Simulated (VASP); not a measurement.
# AlNi (Pm-3m) in VASP: relaxation of cell and atoms with LDA

Aim: the relaxation of cell and atoms of AlNi with LDA.

All numbers are computed with VASP 6.6.1; they aren't measurements. Logs are shortened: lines on timing, memory, paths and dates and some standing lists are left out, and cuts for length are marked.

## (1) Starting point

The structure is cubic, space group Pm-3m (No. 221). The conventional cell has a = 2.834 Å, b = 2.834 Å, c = 2.834 Å, α = 90.00°, β = 90.00°, γ = 90.00°. Al (site symmetry m-3m) is surrounded by 8 Ni at 2.45 Å. Ni (site symmetry m-3m) is surrounded by 8 Al at 2.45 Å.

## (2) Relaxation of cell and atoms, LDA

File INCAR:

```
  ALGO = Normal
  EDIFF = 1E-7
  EDIFFG = -0.005
  ENCUT = 600
  IBRION = 2
  ISIF = 3
  ISMEAR = 1
  LASPH = T
  LCHARG = F
  LREAL = F
  LWAVE = F
  NELM = 80
  NSW = 90
  PREC = Accurate
  SIGMA = 0.1
```

File KPOINTS:

```
k-points
0
Gamma
  14 14 14
```

File POSCAR:

```
AlNi                                    
1.0
    2.8341860366     -0.0000000000     -0.0000000000
   -0.0000000000      2.8341860366     -0.0000000000
    0.0000000000     -0.0000000000      2.8341860366
  Al              Ni            
     1     1
Direct
     0.0000000000000000    0.0000000000000000    0.0000000000000000
     0.5000000000000000    0.5000000000000000    0.5000000000000000
```

Potentials or basis: VASP PAW LDA potentials, release 64 (Al, Ni).

Run with:

```sh
> cat potpaw_LDA.64/Al/POTCAR potpaw_LDA.64/Ni/POTCAR > POTCAR
> mpirun -np 1 vasp_std > vasp.out
```

OUTCAR:

```text
EDIFF = 1E-7
   EDIFFG = -0.005
   ENCUT = 600
   IBRION = 2
   ISIF = 3
   ISMEAR = 1
   LASPH = T
   LREAL = F
   NELM = 80
   NSW = 90
   PREC = Accurate

 ion  position               nearest neighbor table
   1  0.000  0.000  0.000-   2 2.45   2 2.45   2 2.45   2 2.45   2 2.45   2 2.45   2 2.45   2 2.45

   2  0.500  0.500  0.500-   1 2.45   1 2.45   1 2.45   1 2.45   1 2.45   1 2.45   1 2.45   1 2.45

  LATTYP: Found a simple cubic cell.
 ALAT       =     2.8341860366

  Lattice vectors:

 A1 = (   2.8341860366,   0.0000000000,   0.0000000000)
 A2 = (   0.0000000000,   2.8341860366,   0.0000000000)
 A3 = (   0.0000000000,   0.0000000000,   2.8341860366)

Analysis of symmetry for initial positions (statically):
=====================================================================
 Subroutine PRICEL returns:
 Original cell was already a primitive cell.

 Routine SETGRP: Setting up the symmetry group for a
 simple cubic supercell.

 Subroutine GETGRP returns: Found 48 space group operations
 (whereof 48 operations were pure point group operations)
 out of a pool of 48 trial point group operations.

The static configuration has the point symmetry O_h .

Analysis of symmetry for dynamics (positions and initial velocities):
=====================================================================
 Subroutine PRICEL returns:
 Original cell was already a primitive cell.

 Routine SETGRP: Setting up the symmetry group for a
 simple cubic supercell.

 Subroutine GETGRP returns: Found 48 space group operations
 (whereof 48 operations were pure point group operations)
 out of a pool of 48 trial point group operations.

The dynamic configuration has the point symmetry O_h .

 Subroutine INISYM returns: Found 48 space group operations
 (whereof 48 operations are pure point group operations),
 and found     1 'primitive' translations

----------------------------------------------------------------------------------------

                                     Primitive cell

  volume of cell :      22.7659

  direct lattice vectors                    reciprocal lattice vectors
     2.834186037  0.000000000  0.000000000     0.352834989  0.000000000  0.000000000
     0.000000000  2.834186037  0.000000000     0.000000000  0.352834989  0.000000000
     0.000000000  0.000000000  2.834186037     0.000000000  0.000000000  0.352834989

  length of vectors
     2.834186037  2.834186037  2.834186037     0.352834989  0.352834989  0.352834989

  position of ions in fractional coordinates (direct lattice)
     0.000000000  0.000000000  0.000000000
     0.500000000  0.500000000  0.500000000

  ion indices of the primitive-cell ions
   primitive index   ion index
                 1           1
                 2           2

----------------------------------------------------------------------------------------

 KPOINTS: k-points

Automatic generation of k-mesh.
 Grid dimensions read from file:
 generate k-points for:   14   14   14

 Generating k-lattice:

  Cartesian coordinates                     Fractional coordinates (reciprocal lattice)
     0.025202499  0.000000000  0.000000000     0.071428571  0.000000000  0.000000000
     0.000000000  0.025202499  0.000000000     0.000000000  0.071428571  0.000000000
     0.000000000  0.000000000  0.025202499     0.000000000  0.000000000  0.071428571

  Length of vectors
     0.025202499  0.025202499  0.025202499

  Shift w.r.t. Gamma in fractional coordinates (k-lattice)
     0.000000000  0.000000000  0.000000000

 Subroutine IBZKPT returns following result:
 ===========================================

 Found    120 irreducible k-points:

 Following reciprocal coordinates:
            Coordinates               Weight
  0.000000  0.000000  0.000000      1.000000
  0.071429  0.000000  0.000000      6.000000
  0.142857  0.000000  0.000000      6.000000
  0.214286  0.000000  0.000000      6.000000
  0.285714  0.000000  0.000000      6.000000
  0.357143  0.000000  0.000000      6.000000
[... 16 lines left out ...]
  0.285714  0.214286  0.000000     24.000000
  0.357143  0.214286  0.000000     24.000000
 [... further k-points ...]
   k-points           NKPTS =    120   k-points in BZ     NKDIM =    120   number of bands    NBANDS=     10
   number of dos      NEDOS =    301   number of ions     NIONS =      2
   total plane-waves  NPLWV =  13824
   dimension x,y,z NGX =    24 NGY =   24 NGZ =   24
   dimension x,y,z NGXF=    48 NGYF=   48 NGZF=   48
   ions per type =               1   1
   NGX,Y,Z   is equivalent  to a cutoff of  14.08, 14.08, 14.08 a.u.
   NGXF,Y,Z  is equivalent  to a cutoff of  28.16, 28.16, 28.16 a.u.
 SYSTEM =  unknown system
   PREC   = accura    normal or accurate (medium, high low for compatibility)
   ISTART =      0    job   : 0-new  1-cont  2-samecut
   ICHARG =      2    charge: 1-file 2-atom 10-const
   ISPIN  =      1    spin polarized calculation?
   LNONCOLLINEAR =      F non collinear calculations
   LSORBIT =      F    spin-orbit coupling
   LASPH  =      T    aspherical Exc in radial PAW
   ENCUT  =  600.0 eV  44.10 Ry    6.64 a.u.   5.66  5.66  5.66*2*pi/ulx,y,z
   NELM   =     80;   NELMIN=  2; NELMDL= -5     # of ELM steps
   EDIFF  = 0.1E-06   stopping-criterion for ELM
   LREAL  =      F    real-space projection
   EDIFFG = -.5E-02   stopping-criterion for IOM
   NSW    =     90    number of steps for IOM
   IBRION =      2    ionic relax: 0-MD 1-quasi-New 2-CG
   NFREE  =      1    steps in history (QN), initial steepest desc. (CG)
   ISIF   =      3    stress and relaxation
   ISYM   =      2    0-nonsym 1-usesym 2-fastsym
   POTIM  = 0.5000    time-step for ionic-motion
   TEBEG  =    0.0;   TEEND  =   0.0 temperature during run
   PSTRESS=    0.0 pullay stress
   NELECT =      13.0000    total number of electrons
   NUPDOWN=      -1.0000    fix difference up-down
   EMIN   =  10.00;   EMAX   =-10.00  energy-range for DOS
   EFERMI =   0.00;   METHOD = LEGACY
   ISMEAR =     1;   SIGMA  =   0.10  broadening in eV -4-tet -1-fermi 0-gaus
   EFERMI_NEDOS =   21; number of points for ismear=-14 and -15
   IALGO  =     38    algorithm
   IMIX   =      4    mixing-type and parameters
     AMIX     =   0.40;   BMIX     =  1.00
     AMIX_MAG =   1.60;   BMIX_MAG =  1.00
  volume/ion in A,a.u.               =      11.38        76.82
  Fermi-wavevector in a.u.,A,eV,Ry     =   1.358191  2.566609 25.098442  1.844683
  Thomas-Fermi vector in A             =   2.485046
   LORBIT       =      0    0 simple, 1 ext, 2 COOP (PROOUT), +10 PAW based schemes
   GGA     = CA    functional components
   LHFCALC =     F    Hartree Fock is set to
   AEXX    =    0.0000 exact exchange contribution
   IVDW    =     0    specifies the selected vdW correction
   LEPSILON=     F    determine dielectric tensor
   LRPA    =     F    only Hartree local field effects (RPA)
 conjugate gradient relaxation of ions
 non-spin polarized calculation
 Methfessel and Paxton  Order N= 1 SIGMA  =   0.10
  energy-cutoff  :      600.00
  volume of cell :       22.77
 maximum number of plane-waves:       780
 NGX is ok and might be reduce to    24
   NGX = 11   NGY = 11   NGZ = 11

 number of electron      12.9999995 magnetization

 Free energy of the ion-electron system (eV)
  ---------------------------------------------------
  ext. energy  EPLUGINS =         0.00000000
  ---------------------------------------------------
  free energy    TOTEN  =       -12.19447728 eV

  energy without entropy =      -12.19403376  energy(sigma->0) =      -12.19432944

 E-fermi :  10.3818     XC(G=0): -12.5414

 val. band max:       10.3807686517   @ k =   0.3571   0.2143   0.0714
 cond. band min:      10.3896760899   @ k =   0.3571   0.1429   0.1429
 fundamental gap:      0.0089074381
 Fermi energy:        10.3817678174

 k-point     1 :       0.0000    0.0000    0.0000
  band No.  band energies     occupation
      1      -1.0317      2.00000
      2       6.9267      2.00000
      3       6.9267      2.00000
      4       8.7468      2.00000
      5       8.7468      2.00000
      6       8.7468      2.00000
      7      16.0937      0.00000
      8      16.0937      0.00000
      9      16.0937      0.00000
     10      18.7958      0.00000

 k-point     2 :       0.0714    0.0000    0.0000
  band No.  band energies     occupation
      1      -0.9345      2.00000
      2       6.9219      2.00000
      3       6.9502      2.00000
      4       8.7031      2.00000
      5       8.7031      2.00000
      6       8.7515      2.00000
      7      15.1017      0.00000
      8      16.2221      0.00000
      9      16.2221      0.00000
     10      18.7974      0.00000

 k-point     3 :       0.1429    0.0000    0.0000
  band No.  band energies     occupation
      1      -0.6444      2.00000
      2       6.8836      2.00000
      3       7.0168      2.00000
      4       8.5853      2.00000
      5       8.5853      2.00000
      6       8.7648      2.00000
      7      13.4713      0.00000
      8      16.5946      0.00000
      9      16.5946      0.00000
     10      18.8021      0.00000

 k-point     4 :       0.2143    0.0000    0.0000
  band No.  band energies     occupation
      1      -0.1661      2.00000
      2       6.7308      2.00000
      3       7.1152      2.00000
      4       8.4254      2.00000
      5       8.4254      2.00000
      6       8.7842      2.00000
      7      11.9476     -0.00000
      8      17.1811      0.00000
      9      17.1811      0.00000
     10      18.8093      0.00000

 k-point     5 :       0.2857    0.0000    0.0000
  band No.  band energies     occupation
      1       0.4921      2.00000
      2       6.3197      2.00000
      3       7.2277      2.00000
      4       8.2599      2.00000
      5       8.2599      2.00000
      6       8.8057      2.00000
      7      10.7797     -0.00000
      8      17.9467      0.00000
      9      17.9467      0.00000
     10      18.8181      0.00000

 k-point     6 :       0.3571    0.0000    0.0000
  band No.  band energies     occupation
      1       1.3170      2.00000
      2       5.5436      2.00000
      3       7.3321      2.00000
      4       8.1200      2.00000
      5       8.1200      2.00000
      6       8.8251      2.00000
      7      10.0937      2.00036
      8      18.8270      0.00000
      9      18.8591      0.00000
     10      18.8591      0.00000
[... 183 lines left out ...]
 k-point    21 :       0.5000    0.1429    0.0000
  band No.  band energies     occupation
      1       3.5762      2.00000
      2       3.7711      2.00000
      3       7.5141      2.00000
      4       7.9091      2.00000
      5       8.0277      2.00000
      6       8.7048      2.00000
      7       9.7133      2.00000
      8      17.2712      0.00000
      9      18.0826      0.00000
     10      21.2371      0.00000

 k-point    22 :       0.2143    0.2143    0.0000
  band No.  band energies     occupation
      1       0.6729      2.00000
      2       6.9742      2.00000
      3       7.0181      2.00000
      4       8.0600      2.00000
      5       8.4345      2.00000
      6       8.5243      2.00000
      7      12.0997     -0.00000
      8      13.4822      0.00000
      9      18.2247      0.00000
     10      20.0968      0.00000

 k-point    23 :       0.2857    0.2143    0.0000
  band No.  band energies     occupation
      1       1.3071      2.00000
      2       6.6349      2.00000
      3       7.1748      2.00000
      4       7.9629      2.00000
      5       8.3107      2.00000
      6       8.5195      2.00000
      7      11.1629     -0.00000
      8      13.6852      0.00000
      9      18.9640      0.00000
     10      19.5452      0.00000

 k-point    24 :       0.3571    0.2143    0.0000
  band No.  band energies     occupation
      1       2.0956      2.00000
      2       5.9758      2.00000
      3       7.3512      2.00000
      4       7.9185      2.00000
      5       8.1810      2.00000
      6       8.5410      2.00000
      7      10.3135      1.90771
      8      14.3311      0.00000
      9      18.4715      0.00000
     10      19.8518      0.00000

 [... further k-points ...]
[... 5 lines left out ...]
  --------------------------------------------------------------------------------------
  -------------------------------------------------------------------------------------
  Total       -0.0066549     -0.0066549     -0.0066549     -0.0000000      0.0000000     -0.0000000
  in kB       -0.4683454     -0.4683454     -0.4683454     -0.0000000      0.0000000     -0.0000000
  external PRESSURE =      -0.4683454 kB  Pullay stress =       0.0000000 kB

 VOLUME and BASIS-vectors are now :
 -----------------------------------------------------------------------------
  energy-cutoff  :      600.00
  volume of cell :       22.77
      direct lattice vectors                 reciprocal lattice vectors
     2.834186037  0.000000000  0.000000000     0.352834989  0.000000000  0.000000000
     0.000000000  2.834186037  0.000000000     0.000000000  0.352834989  0.000000000
     0.000000000  0.000000000  2.834186037     0.000000000  0.000000000  0.352834989

 POSITION                                       TOTAL-FORCE (eV/Angst)
 -----------------------------------------------------------------------------------
      0.00000      0.00000      0.00000         0.000000      0.000000      0.000000
      1.41709      1.41709      1.41709         0.000000      0.000000      0.000000
 -----------------------------------------------------------------------------------
    total drift:                                0.000000      0.000000     -0.000000

  FREE ENERGIE OF THE ION-ELECTRON SYSTEM (eV)
  ---------------------------------------------------
  free  energy   TOTEN  =       -12.1944772782 eV

  energy  without entropy=      -12.1940337580  energy(sigma->0) =      -12.19432944

 reached required accuracy - stopping structural energy minimisation
```

Run time: 10 s. Hardware: 1 thread of Intel Xeon Platinum 8559C (Emerald Rapids), shared host; peak memory 0.15 GiB.

What came out:

```
Free energy             : -12.1945 eV
Pressure after relaxing : 0.0 GPa
Band gap on the k mesh  : none (metal or under the smearing width)
```

Final structure:
```
CELL_PARAMETERS angstrom
2.83419 0.00000 0.00000
0.00000 2.83419 0.00000
0.00000 0.00000 2.83419
ATOMIC_POSITIONS crystal
Al 0.00000 0.00000 0.00000
Ni 0.50000 0.50000 0.50000
```

Levels at points of the mesh, in eV from the Fermi level:
```csv
k point,band 4,band 5,band 6,band 7,band 8,band 9,band 10
"(0.00, 0.00, 0.00)",-1.63,-1.63,-1.63,5.71,5.71,5.71,8.41
"(0.50, 0.00, 0.00)",-2.39,-2.39,-1.54,-0.66,8.45,10.26,10.26
"(0.50, 0.50, 0.00)",-2.93,-2.21,-2.21,-1.07,1.58,2.75,12.72
"(0.50, 0.50, 0.50)",-1.03,-1.03,2.02,2.02,2.02,4.07,4.74
```

Caveat: the relaxation stopped at its first step, so nothing moved. Spin polarisation is off, so any magnetic state and its effect on volume and gap are missing.
